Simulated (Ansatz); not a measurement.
SiC:

```
Si C
1.0
     3.07569    0.00000    0.00000
    -1.53785    2.66363    0.00000
     0.00000    0.00000   10.07065
Si C
4 4
Direct
  0.00000 0.00000 0.18789
  0.00000 0.00000 0.68789
  0.33333 0.66667 0.43784
  0.66667 0.33333 0.93784
  0.00000 0.00000 0.00046
  0.00000 0.00000 0.50046
  0.33333 0.66667 0.24980
  0.66667 0.33333 0.74980
```

The cell is a database's computed one.

- Program: Ansatz 0.2.0
- Task: relaxation of cell and atoms
- Functional: RPBE
- Dispersion: D3(BJ)
- Potentials or basis: Ansatz PAW
- Cutoff: 420 eV (not typed: the program's choice for these potentials)
- k mesh: 10 × 10 × 3
- Occupations: fermi-dirac, width 0.05 eV
- Spin: no spin polarisation

At the start: volume 10.31 Å³/atom.

**Question.** Where does the relaxation end?

**Answer.** It ends after 8 steps and the volume is 9.62 Å³/atom (-6.7 %); space group P6_3mc (No. 186, to 0.05 Å).

Step by step:
| step | energy change (eV) | largest force (eV/Å) | volume (Å³) |
| --- | --- | --- | --- |
| 1 | 0.0000 | 0.0124 | 82.50 |
| 2 | -0.2158 | 0.0113 | 79.55 |
| 3 | -0.2803 | 0.0047 | 76.77 |
| 4 | -0.2806 | 0.0092 | 77.04 |
| 5 | -0.2806 | 0.0004 | 77.04 |
| 6 | -0.2749 | 0.0003 | 77.04 |
| 7 | -0.2750 | 0.0000 | 76.99 |
| 8 | -0.2749 | 0.0000 | 76.99 |

Final structure:
```cif
data_structure
_symmetry_space_group_name_H-M 'P 1'
_symmetry_Int_Tables_number 1
_cell_length_a 3.0067
_cell_length_b 3.0067
_cell_length_c 9.8340
_cell_angle_alpha 90.000
_cell_angle_beta 90.000
_cell_angle_gamma 120.000
_cell_volume 76.99
loop_
_atom_site_label
_atom_site_type_symbol
_atom_site_fract_x
_atom_site_fract_y
_atom_site_fract_z
_atom_site_occupancy
Si1 Si 0.00000 0.00000 0.18799 1
Si2 Si 0.00000 0.00000 0.68799 1
Si3 Si 0.33333 0.66667 0.43779 1
Si4 Si 0.66667 0.33333 0.93779 1
C1 C 0.00000 0.00000 0.00041 1
C2 C 0.00000 0.00000 0.50041 1
C3 C 0.33333 0.66667 0.24981 1
C4 C 0.66667 0.33333 0.74981 1
```

Caveat: the plane-wave basis is chosen anew once the cell has moved, so the energies of steps on either side of that aren't comparable; the PAW data sets come from PBE, with cores solved anew for the run's functional, which leaves a small shift of forces and pressure.
